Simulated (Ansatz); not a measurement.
A plane-wave DFT run in Ansatz 0.2.0 (scalar-relativistic PAW potentials unless the input names others): input and command.

```yaml
crystal:
  lattice:
    - [3.1863151017, 0.0, 0.0]
    - [0.0, 3.1863151017, 0.0]
    - [0.0, 0.0, 3.1863151017]
  atoms:
    - { symbol: Al, position: [0.0, 0.0, 0.0] }
    - { symbol: Ti, position: [0.5, 0.5, 0.5] }
basis:
  ecutwfc: 420
kpoints:
  mp_grid: { grid: [14, 14, 14] }
hamiltonian:
  xc: pbe
  hubbard: { sites: [{ species: Ti, l: d, u_eff: -5.0 }] }
scf:
  occupations: { method: gaussian, width: 0.1 }
  max_iter: 80
output:
  forces: true
  eigenvalues: true
  stress: true
```

```bash
ansatz run input.yaml --threads 2 --pin off --max-ram 5120MiB --backend cpu --events-out ev --progress --plain --runs-dir out
```

Abridged log:
```
Basis set: ecut = 420 eV, 619 PW (Γ), exchange–correlation on 48×48×48 points (8 copies of the dense FFT grid, shifted against one another)
Bands: 12, of which v1, the nominal top of the filled ones, is band 8 counted from 1 (7 counted from 0)
Symmetry: 48 space group operations
k-points: 120 of 2744
SCF iter   1: F=—  HF=-3043.677491 eV  |F-HF|=—  |Δ(HF+E_count)|=         —  Δρ=3.44e-2  dr2=5.22e-1  ethr=3.10e-3  ⟨swp⟩=5.0  Hψ=7278  notcnv=0
SCF iter   2: F=—  HF=-3043.113670 eV  |F-HF|=—  |Δ(HF+E_count)|=   5.64e-1  Δρ=1.99e-2  dr2=1.38e-1  ethr=3.10e-3  ⟨swp⟩=2.0  Hψ=2882  notcnv=0  defer=27
SCF iter   3: F=—  HF=-3043.013592 eV  |F-HF|=—  |Δ(HF+E_count)|=   1.00e-1  Δρ=1.40e-2  dr2=8.74e-2  ethr=9.21e-4  ⟨swp⟩=2.1  Hψ=2864  notcnv=0  defer=28
SCF iter   4: F=—  HF=-3042.986200 eV  |F-HF|=—  |Δ(HF+E_count)|=   2.74e-2  Δρ=6.23e-3  dr2=1.63e-2  ethr=5.83e-4  ⟨swp⟩=2.6  Hψ=2546  notcnv=0  defer=28
SCF iter   5: F=—  HF=-3042.982248 eV  |F-HF|=—  |Δ(HF+E_count)|=   3.95e-3  Δρ=1.52e-3  dr2=9.70e-4  ethr=1.09e-4  ⟨swp⟩=2.0  Hψ=2484  notcnv=0  defer=22
SCF iter   6: F=—  HF=-3042.981967 eV  |F-HF|=—  |Δ(HF+E_count)|=   2.81e-4  Δρ=2.04e-4  dr2=1.71e-5  ethr=6.46e-6  ⟨swp⟩=2.0  Hψ=1627  notcnv=0  defer=22
SCF iter   7: F=—  HF=-3042.981963 eV  |F-HF|=—  |Δ(HF+E_count)|=   3.88e-6  Δρ=1.89e-5  dr2=4.52e-8  ethr=6.67e-10  ⟨swp⟩=3.9  Hψ=5959  notcnv=0
SCF iter   8: F=-3042.981963 eV  HF=-3042.981963 eV  |F-HF|=3.12e-9  |Δ(HF+E_count)|=   1.24e-8  Δρ=2.81e-6  dr2=2.43e-9  ethr=3.01e-10  ⟨swp⟩=2.1  Hψ=4307  notcnv=0
SCF 1 converged in 8 iterations: F = -3042.981963 eV  dr2 = 2.43e-9
SCF converged after 8 iterations
Free energy (F): -3042.981963 eV
Harris-Foulkes:  -3042.981963 eV  (|F-HF|=3.12e-9)
Internal energy: -3042.963936 eV  (E = F + TS)
E sigma→0 (E₀):  -3042.972950 eV
Entropy (-TS):   -0.018026 eV (-9.013 meV/atom)
Fermi energy:    10.964433 eV
--- Forces (eV/Å), atoms counted from 1 ---
  atom   1  Al     0.00000000     0.00000000     0.00000000
  atom   2  Ti     0.00000000     0.00000000     0.00000000
--- Stress (GPa, compression-positive) ---
       -3.164883       0.000000       0.000000
        0.000000      -3.164883       0.000000
        0.000000       0.000000      -3.164883
  P = ⅓ Tr σ = -3.1649 GPa (-31.649 kbar)
Occupation matrices written to <dir>
```

Q: What is wrong with this input?

A: The fault is an enormous or negative U (hamiltonian.hubbard: not typed → {"sites": [{"species": "Ti", "l": "d", "u_eff": -5.0}]}, the first being the value of the sound run). Setting it back cures it. The run converged all the same, with an energy at zero smearing 2.6 eV/atom below the reference's (the Hamiltonian itself differs), pressure -3.16 GPa, largest force 0.000 eV/Å, no gap on the mesh, so convergence alone doesn't show that an input is right. A reference run on usual settings, whose relaxation ended at this geometry, converged, and the end of its own relaxation has pressure 0.00 GPa, largest force 0.000 eV/Å, no gap on the mesh.

It took 2.7 s on 2 threads of Intel(R) Xeon(R) Platinum 8259CL CPU @ 2.50GHz (Skylake/Cascade Lake), on a shared host, peak memory 0.41 GiB.